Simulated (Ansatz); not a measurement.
# Si2Ni (Fm-3m) in Ansatz: a series of runs

The runs below take Si2Ni through single point, equation of state, with LDA.

All numbers are computed with Ansatz 0.2.0; they aren't measurements. Logs are shortened: lines on timing, memory, paths and dates and some standing lists are left out, and cuts for length are marked.

## Step 1: The structure

The structure is cubic, space group Fm-3m (No. 225). Conventional cell: a = 5.406 Å, b = 5.406 Å, c = 5.406 Å, α = 90.00°, β = 90.00°, γ = 90.00°. Around Ni (site symmetry m-3m) lie 8 Si at 2.34 Å. Around Si (site symmetry -43m) lie 4 Ni at 2.34 Å.

## Step 2: Single point, LDA, collinear spin, ferromagnetic start, 12.38 Å³/atom (volume scaled by 0.94)

Contents of input.yaml:

```yaml
crystal:
  lattice:
    - [0.0, 2.6478212519, 2.6478212519]
    - [2.6478212519, 0.0, 2.6478212519]
    - [2.6478212519, 2.6478212519, 0.0]
  atoms:
    - { symbol: Ni, position: [0.0, 0.0, 0.0], spin: 1.0 }
    - { symbol: Si, position: [0.75, 0.75, 0.75] }
    - { symbol: Si, position: [0.25, 0.25, 0.25] }
hamiltonian:
  xc: lda
  pseudopotentials: { kind: paw }
magnetization:
  spin_polarized: true
kpoints:
  mp_grid: { grid: [9, 9, 9] }
scf:
  occupations: { method: fermi_dirac, width: 0.05 }
output:
  forces: true
  stress: true
  eigenvalues: true
```

Potentials or basis: Ansatz PAW.

Command:

```bash
$ ansatz run input.yaml --threads 2 --pin off --max-ram 5632MiB --backend cpu --events-out ev --progress --plain --runs-dir out
```

The log of the run:

```text
Warning: RAYON_NUM_THREADS=2 ignored (pool sized by the plan → 2); use --threads N
Engine: ansatz 0.2.0, aarch64-unknown-linux-gnu
Pseudopotentials: kind: paw
Pseudopotential: Ni, paw, valence charge 18, recommended cutoff 420 eV (normal), Ni.paw.azcp
Pseudopotential: Si, paw, valence charge 4, recommended cutoff 420 eV (normal), Si.paw.azcp
Functional definition: SPW92
  exchange = slater_x
  correlation = pw_c
Crystal: 3 atoms, lattice volume = 37.128 Å³
Basis set: ecut = 420 eV, 725 PW (Γ)
Bands: 18, of which v1, the nominal top of the filled ones, is band 13 counted from 1 (12 counted from 0)
Symmetry: 48 space group operations
Space group: Fm-3m (ITA 225), of the structure as read, at distance tolerance 3.3e-5 Å
Magnetic group: BNS 225.116 (UNI 1618), of the structure as read, at distance tolerance 3.3e-5 Å
k-points: 35 of 729
Non-local potential: Ni, projectors of the file, l = 0: 3, l = 1: 2, l = 2: 3, l = 3: 1
Non-local potential: Si, projectors of the file, l = 0: 2, l = 1: 2, l = 2: 2
PAW form: soft (Blöchl's): semilocal exchange-correlation on the pseudo side does not see the compensation charge
PAW frozen core: Ni, regenerated for the run's functional, and the local potential with it (the file was generated under x = pbe(κ = 0.804, μ = 0.2195149727645171), c = pbe(β = 0.06672455060314922))
PAW frozen core: Si, regenerated for the run's functional, and the local potential with it (the file was generated under x = pbe(κ = 0.804, μ = 0.2195149727645171), c = pbe(β = 0.06672455060314922))
PAW one-centre angular grid: Ni, 590 points (default); XC on 64 Gauss nodes
PAW one-centre angular grid: Si, 110 points (default); XC on 64 Gauss nodes
Initial density: superposition of atomic densities (chi_scale 0.1, normalization cell)
Starting moments: Σ|m| = 1 μB on 1 of 3 sites
Initial wavefunctions: pseudopotential atomic-orbital guess
Functional: x = slater, c = lda
SCF iter   1: F=—  HF=-6991.358743 eV  |F-HF|=—  |Δ(HF+E_count)|=         —  Δρ=1.17e-1 (↑1.17e-1 ↓4.34e-2)  dr2=2.22e0  dr2_m=1.74e0  M=0.027 μB ∫|m|=0.106 μB  β_m=0.30  ethr=3.10e-3  ⟨swp⟩=5.7  Hψ=6199  notcnv=0
Mixer restart at iter 1: flushing history
preconditioner: auto → Kerker (q_TF=auto, 2.571 Å⁻¹)  [metal: Δε(μ)=0.017 eV  Ē_g=9.204 eV  σ=0.050 eV  W_gap=0.08  n_scr=14 (ndim 8)  ℏωp=25.9 eV  f_vac=0.000  D(μ)=0.56/eV (n_scr^D=0)]
spin=Collinear: Kerker preconditioning applied to the charge; magnetization (m = ρ↑ − ρ↓) channel mixes plain (no charge-response kernel on spin).
SCF iter   2: F=—  HF=-6990.441886 eV  |F-HF|=—  |Δ(HF+E_count)|=   9.17e-1  Δρ=7.35e-2 (↑3.79e-2 ↓7.35e-2)  dr2=1.41e0  dr2_m=9.07e-1  M=0.022 μB ∫|m|=0.080 μB  β_m=0.40  ethr=3.10e-3  ⟨swp⟩=2.1  Hψ=2693  notcnv=0  defer=3
SCF iter   3: F=—  HF=-6991.409052 eV  |F-HF|=—  |Δ(HF+E_count)|=   9.67e-1  Δρ=4.20e-2 (↑3.23e-2 ↓4.20e-2)  dr2=6.34e-1  dr2_m=3.87e-1  M=0.018 μB ∫|m|=0.056 μB  β_m=0.70  ethr=3.10e-3  ⟨swp⟩=2.4  Hψ=2077  notcnv=0  defer=3
SCF iter   4: F=—  HF=-6992.145518 eV  |F-HF|=—  |Δ(HF+E_count)|=   7.36e-1  Δρ=2.00e-2 (↑1.90e-2 ↓2.00e-2)  dr2=5.27e-1  dr2_m=1.14e-4  M=-0.001 μB ∫|m|=0.005 μB  β_m=0.72  ethr=2.44e-3  ⟨swp⟩=2.4  Hψ=2386  notcnv=0  defer=16
SCF iter   5: F=—  HF=-6992.050133 eV  |F-HF|=—  |Δ(HF+E_count)|=   9.54e-2  Δρ=7.67e-3 (↑6.56e-3 ↓7.67e-3)  dr2=4.01e-2  dr2_m=1.27e-4  M=-0.001 μB ∫|m|=0.001 μB  β_m=0.86  ethr=2.03e-3  ⟨swp⟩=2.4  Hψ=2043  notcnv=0  defer=16
SCF iter   6: F=—  HF=-6992.058714 eV  |F-HF|=—  |Δ(HF+E_count)|=   8.58e-3  Δρ=1.11e-3 (↑1.11e-3 ↓9.75e-4)  dr2=1.63e-3  dr2_m=5.04e-6  M=0.000 μB ∫|m|=0.001 μB  β_m=0.86  ethr=1.54e-4  ⟨swp⟩=2.2  Hψ=2433  notcnv=0  defer=14
SCF iter   7: F=—  HF=-6992.058942 eV  |F-HF|=—  |Δ(HF+E_count)|=   2.29e-4  Δρ=3.90e-4 (↑3.90e-4 ↓3.73e-4)  dr2=2.91e-4  dr2_m=3.12e-7  M=0.000 μB ∫|m|=0.000 μB  β_m=0.93  ethr=6.29e-6  ⟨swp⟩=2.6  Hψ=1757  notcnv=0  defer=14
SCF iter   8: F=—  HF=-6992.058926 eV  |F-HF|=—  |Δ(HF+E_count)|=   1.65e-5  Δρ=2.05e-4 (↑2.05e-4 ↓1.99e-4)  dr2=4.72e-5  dr2_m=6.46e-9  M=-0.000 μB ∫|m|=0.000 μB  β_m=0.97  ethr=1.12e-6  ⟨swp⟩=2.0  Hψ=1885  notcnv=0  defer=14
SCF iter   9: F=—  HF=-6992.058930 eV  |F-HF|=—  |Δ(HF+E_count)|=   4.41e-6  Δρ=7.39e-5 (↑7.39e-5 ↓6.90e-5)  dr2=5.83e-6  dr2_m=2.33e-9  M=-0.000 μB ∫|m|=0.000 μB  β_m=0.98  ethr=1.82e-7  ⟨swp⟩=2.3  Hψ=1520  notcnv=0  defer=14
SCF iter  10: F=—  HF=-6992.058930 eV  |F-HF|=—  |Δ(HF+E_count)|=   1.18e-7  Δρ=1.65e-6 (↑1.65e-6 ↓8.62e-7)  dr2=1.54e-9  dr2_m=1.37e-10  M=-0.000 μB ∫|m|=0.000 μB  β_m=0.98  ethr=2.24e-8  ⟨swp⟩=2.1  Hψ=1572  notcnv=0  defer=14
SCF iter  11: F=-6992.058930 eV  HF=-6992.058930 eV  |F-HF|=6.28e-10  |Δ(HF+E_count)|=   4.71e-9  Δρ=7.55e-7 (↑6.36e-7 ↓7.55e-7)  dr2=7.60e-10  dr2_m=2.07e-12  M=-0.000 μB ∫|m|=0.000 μB  ethr=5.94e-12  ⟨swp⟩=2.4  Hψ=4320  notcnv=0
SCF 1 converged in 11 iterations: F = -6992.058930 eV  dr2 = 7.60e-10
WARN: the starting moments were not kept: the SCF closed with an absolute magnetisation of 7.4e-7 μB, where they sum to 1 μB in size (1 site). That is at most 0.1 of that sum. Measured as dr2_m measures the in/out step, that magnetisation stands 6.3e-13 eV from none, at or under the dr2_threshold of 1.0e-7 eV: it is no larger than a step whose dr2_m would equal this threshold. The system may hold no moment; this SCF shows only that its start led to no more than that. To try another start: raise the starting moments (crystal.atoms[].spin, magnetization.per_species, magnetization.initial_magnetization, or on a non-collinear deck that types none of these the spinor_matrix: blocks that start its atoms; where the total moment is fixed, keep their sum and leave initial_magnetization as it is; typed ones take the place of any that the run laid by itself, positive ones on a crystal's lanthanoids without a Hubbard term where scf.initial_density.shell_occupations: [] is typed) or, if the notice of its spin-set hold's release reads "site moments contracting" or "site moments show no strong build", lengthen the hold (scf.mixing.spin_hold: { on: { confirm: 4 } }; for m-r²SCAN on two components see the key's manual first). Each may lead to a state that holds a moment. A second SCF, from the converged charge density, with the starting moments and any scf.initial_density.shell_occupations laid on it anew, would have followed, and was not run: the deck does not ask for one (magnetization.retry_lost_moments is false, the default). To let it run, set magnetization.retry_lost_moments: true and run the deck again, where that key's refused combinations let it; where memory then withholds it, that run's warning says so.
SCF converged after 11 iterations
Magnetization: -0.0000 μB (13.0000 up, 13.0000 down)
Absolute magnetization: 0.0000 μB (∫|ρ↑−ρ↓|, with the PAW one-centre terms)
Spin contamination: 0.0000 ħ² per cell (⟨S²⟩ above its minimum at these occupations)
Per-site moments (μB) at R_I (Å): [(-3.3547606736263366e-7, 0.9458956933906076), (-3.04623517937248e-8, 0.9458956933906076), (-3.046235205444536e-8, 0.9458956933906076)]
Free energy (F): -6992.058930 eV
Harris-Foulkes:  -6992.058930 eV  (|F-HF|=6.28e-10)
Internal energy: -6992.049766 eV  (E = F + TS)
E sigma→0 (E₀):  -6992.054348 eV
Entropy (-TS):   -0.009165 eV (-3.055 meV/atom)
Fermi energy:    14.169437 eV
--- Per-component energies (eV) ---
  E_band       = -326.627378
  E_kinetic    = 376.192889
  E_local      = -4831.296620  (includes V_loc(G=0)·N_el)
  E_nonlocal   = 685.045845
  E_hartree    = 2089.895483
  E_xc         = -200.596358
  E_vxc        = -212.218580  (∫ρ·V_xc dr)
  E_paw        = -2531.366780  (= ΣΔE_a)
  E_vpaw       = -524.144666  (= ΣTr[D̂ρ^β])
  E_aug_tail   = 0.000456  (compensation charges beyond the density's cutoff)
  E_ewald      = -2580.527461
  E_core_change = 0.602782  (= ΣΔE_core)
  E_smearing   = -0.009165  (= −TS)
  E_closure    = 0.000000  (closes the sum)
  Σ components = -6992.058930   (vs F -6992.058930, Δ=0.00e0)
--- Forces (eV/Å), atoms counted from 1 ---
  atom   1  Ni    -0.00000000     0.00000000     0.00000000
  atom   2  Si    -0.00000000     0.00000000     0.00000000
  atom   3  Si     0.00000000     0.00000000    -0.00000000
  max |Σ_I F_I| component: 3.24e-17 eV/Å
--- Stress (GPa, compression-positive) ---
        5.781647       0.000000      -0.000000
       -0.000000       5.781647       0.000000
       -0.000000       0.000000       5.781647
  P = ⅓ Tr σ = 5.7816 GPa (57.816 kbar)
--- Band table (eV; the first three rows and the last of 70) ---
  k-point 0 ↑: bands = ["-89.9692", "-50.8050", "-50.8050", "-50.8050", "-0.3018", "8.4743", "8.4743", "8.4743", "10.2451", "10.2451", "14.2213", "15.9379", "15.9379", "15.9379", "16.2868", "16.2868", "16.2868", "18.9491"]
  k-point 1 ↑: bands = ["-89.9692", "-50.8051", "-50.8050", "-50.8050", "-0.1103", "8.1365", "8.5348", "8.5348", "10.2102", "10.2102", "13.4850", "14.9133", "15.0791", "15.0791", "17.1363", "17.1363", "18.1824", "18.3675"]
  k-point 2 ↑: bands = ["-89.9692", "-50.8055", "-50.8050", "-50.8050", "0.4581", "7.1878", "8.6848", "8.6848", "10.1616", "10.1616", "11.7700", "14.1412", "14.1412", "15.3291", "16.8343", "16.8343", "17.8800", "19.2060"]
  k-point 34 ↓: bands = ["-89.9692", "-50.8060", "-50.8058", "-50.8054", "4.2984", "5.1388", "6.9660", "7.1310", "9.8510", "10.0311", "10.3067", "10.6689", "11.4923", "15.9815", "16.7802", "18.4223", "20.1952", "22.4761"]
```

Run time: 2.4 s. Hardware: 2 threads of Arm Neoverse V1, shared host; peak memory 0.32 GiB.

Results:

- Free energy: -6992.0589 eV
- Pressure: 5.8 GPa
- Band gap on the k mesh: none (metal or under the smearing width)
- Net moment: 0.00 μB per cell
- Absolute moment: 0.00 μB per cell

Caveat: the PAW data sets come from PBE, with cores solved anew for the run's functional, which leaves a small shift of forces and pressure; the starting moments weren't kept.

## Step 3: Single point, LDA, collinear spin, ferromagnetic start, 12.64 Å³/atom (volume scaled by 0.96)

input.yaml, as its differences from that of step 2:

```diff
@@ -2,5 +2,5 @@
   lattice:
-    - [0.0, 2.6478212519, 2.6478212519]
-    - [2.6478212519, 0.0, 2.6478212519]
-    - [2.6478212519, 2.6478212519, 0.0]
+    - [0.0, 2.6664684948, 2.6664684948]
+    - [2.6664684948, 0.0, 2.6664684948]
+    - [2.6664684948, 2.6664684948, 0.0]
   atoms:
```

Potentials or basis: Ansatz PAW.

Command:

```bash
$ ansatz run input.yaml --threads 2 --pin off --max-ram 5632MiB --backend cpu --events-out ev --progress --plain --runs-dir out
```

It took 2.5 s on 2 threads of Arm Neoverse V1, shared host; peak memory 0.32 GiB.

It converged, with:

* Free energy: -6992.0782 eV
* Pressure: 2.1 GPa
* Band gap on the k mesh: none (metal or under the smearing width)
* Net moment: 0.00 μB per cell
* Absolute moment: 0.00 μB per cell

Caveat: the PAW data sets come from PBE, with cores solved anew for the run's functional, which leaves a small shift of forces and pressure; the starting moments weren't kept.

## Step 4: Single point, LDA, collinear spin, ferromagnetic start, 12.90 Å³/atom (volume scaled by 0.98)

input.yaml, as its differences from that of step 3:

```diff
@@ -2,5 +2,5 @@
   lattice:
-    - [0.0, 2.6664684948, 2.6664684948]
-    - [2.6664684948, 0.0, 2.6664684948]
-    - [2.6664684948, 2.6664684948, 0.0]
+    - [0.0, 2.6848585138, 2.6848585138]
+    - [2.6848585138, 0.0, 2.6848585138]
+    - [2.6848585138, 2.6848585138, 0.0]
   atoms:
```

Command:

```bash
$ ansatz run input.yaml --threads 2 --pin off --max-ram 5632MiB --backend cpu --events-out ev --progress --plain --runs-dir out
```

Run time: 2.6 s. Hardware: 2 threads of Arm Neoverse V1, shared host; peak memory 0.32 GiB.

Results (log left out):

| Property | Result |
| --- | --- |
| Free energy | -6992.0801 eV |
| Pressure | -1.3 GPa |
| Band gap on the k mesh | none (metal or under the smearing width) |
| Net moment | 0.00 μB per cell |
| Absolute moment | 0.00 μB per cell |

Caveat: the PAW data sets come from PBE, with cores solved anew for the run's functional, which leaves a small shift of forces and pressure; the starting moments weren't kept.

## Step 5: Single point, LDA, collinear spin, ferromagnetic start, 13.17 Å³/atom

input.yaml, as its differences from that of step 4:

```diff
@@ -2,5 +2,5 @@
   lattice:
-    - [0.0, 2.6848585138, 2.6848585138]
-    - [2.6848585138, 0.0, 2.6848585138]
-    - [2.6848585138, 2.6848585138, 0.0]
+    - [0.0, 2.703, 2.703]
+    - [2.703, 0.0, 2.703]
+    - [2.703, 2.703, 0.0]
   atoms:
```

Command:

```bash
$ ansatz run input.yaml --threads 2 --pin off --max-ram 5632MiB --backend cpu --events-out ev --progress --plain --runs-dir out
```

Wall time 2.6 s (2 threads of Arm Neoverse V1, shared host); peak memory 0.32 GiB.

Results (log left out):

```
Free energy            : -6992.0662 eV
Pressure               : -4.3 GPa
Band gap on the k mesh : none (metal or under the smearing width)
Net moment             : 0.00 μB per cell
Absolute moment        : 0.00 μB per cell
```

Caveat: the PAW data sets come from PBE, with cores solved anew for the run's functional, which leaves a small shift of forces and pressure; the starting moments weren't kept.

## Step 6: Single point, LDA, collinear spin, ferromagnetic start, 13.43 Å³/atom (volume scaled by 1.02)

input.yaml, as its differences from that of step 5:

```diff
@@ -2,5 +2,5 @@
   lattice:
-    - [0.0, 2.703, 2.703]
-    - [2.703, 0.0, 2.703]
-    - [2.703, 2.703, 0.0]
+    - [0.0, 2.7209011839, 2.7209011839]
+    - [2.7209011839, 0.0, 2.7209011839]
+    - [2.7209011839, 2.7209011839, 0.0]
   atoms:
```

Potentials or basis: Ansatz PAW.

Command:

```bash
$ ansatz run input.yaml --threads 2 --pin off --max-ram 5632MiB --backend cpu --events-out ev --progress --plain --runs-dir out
```

Run time: 2.6 s. Hardware: 2 threads of Arm Neoverse V1, shared host; peak memory 0.33 GiB.

Results (log left out):

```
Free energy            : -6992.0379 eV
Pressure               : -7.1 GPa
Band gap on the k mesh : none (metal or under the smearing width)
Net moment             : 0.00 μB per cell
Absolute moment        : 0.00 μB per cell
```

Caveat: the PAW data sets come from PBE, with cores solved anew for the run's functional, which leaves a small shift of forces and pressure; the starting moments weren't kept.

## Step 7: Single point, LDA, collinear spin, ferromagnetic start, 13.69 Å³/atom (volume scaled by 1.04)

input.yaml, as its differences from that of step 6:

```diff
@@ -2,5 +2,5 @@
   lattice:
-    - [0.0, 2.7209011839, 2.7209011839]
-    - [2.7209011839, 0.0, 2.7209011839]
-    - [2.7209011839, 2.7209011839, 0.0]
+    - [0.0, 2.7385698685, 2.7385698685]
+    - [2.7385698685, 0.0, 2.7385698685]
+    - [2.7385698685, 2.7385698685, 0.0]
   atoms:
```

Command:

```bash
$ ansatz run input.yaml --threads 2 --pin off --max-ram 5632MiB --backend cpu --events-out ev --progress --plain --runs-dir out
```

Wall time 2.6 s (2 threads of Arm Neoverse V1, shared host); peak memory 0.33 GiB.

It converged, with:

```yaml
Free_energy: -6991.9967 eV
Pressure: -9.6 GPa
Band_gap_on_the_k_mesh: none (metal or under the smearing width)
Net_moment: 0.00 μB per cell
Absolute_moment: 0.00 μB per cell
```

Caveat: the PAW data sets come from PBE, with cores solved anew for the run's functional, which leaves a small shift of forces and pressure; the starting moments weren't kept.

## Step 8: Single point, LDA, collinear spin, ferromagnetic start, 13.96 Å³/atom (volume scaled by 1.06)

input.yaml, as its differences from that of step 7:

```diff
@@ -2,5 +2,5 @@
   lattice:
-    - [0.0, 2.7385698685, 2.7385698685]
-    - [2.7385698685, 0.0, 2.7385698685]
-    - [2.7385698685, 2.7385698685, 0.0]
+    - [0.0, 2.756013459, 2.756013459]
+    - [2.756013459, 0.0, 2.756013459]
+    - [2.756013459, 2.756013459, 0.0]
   atoms:
```

Command:

```bash
$ ansatz run input.yaml --threads 2 --pin off --max-ram 5632MiB --backend cpu --events-out ev --progress --plain --runs-dir out
```

Run time: 2.6 s. Hardware: 2 threads of Arm Neoverse V1, shared host; peak memory 0.33 GiB.

Results (log left out):

```
Free energy            : -6991.9437 eV
Pressure               : -11.9 GPa
Band gap on the k mesh : none (metal or under the smearing width)
Net moment             : 0.00 μB per cell
Absolute moment        : 0.00 μB per cell
```

Caveat: the PAW data sets come from PBE, with cores solved anew for the run's functional, which leaves a small shift of forces and pressure; the starting moments weren't kept.

## Step 9: Equation of state, LDA, collinear spin, ferromagnetic start

Potentials or basis: Ansatz PAW.

No new run: the results of the series are fitted here.

Results:

* Equilibrium volume: 12.80 Å³/atom
* Bulk modulus: 162 GPa
* Pressure derivative of the bulk modulus: 3.8

Energy against volume, from the lowest point:
| volume (Å³/atom) | energy (meV/atom) |
| --- | --- |
| 12.376 | 7.05 |
| 12.639 | 0.63 |
| 12.902 | 0.00 |
| 13.166 | 4.64 |
| 13.429 | 14.05 |
| 13.692 | 27.80 |
| 13.956 | 45.47 |
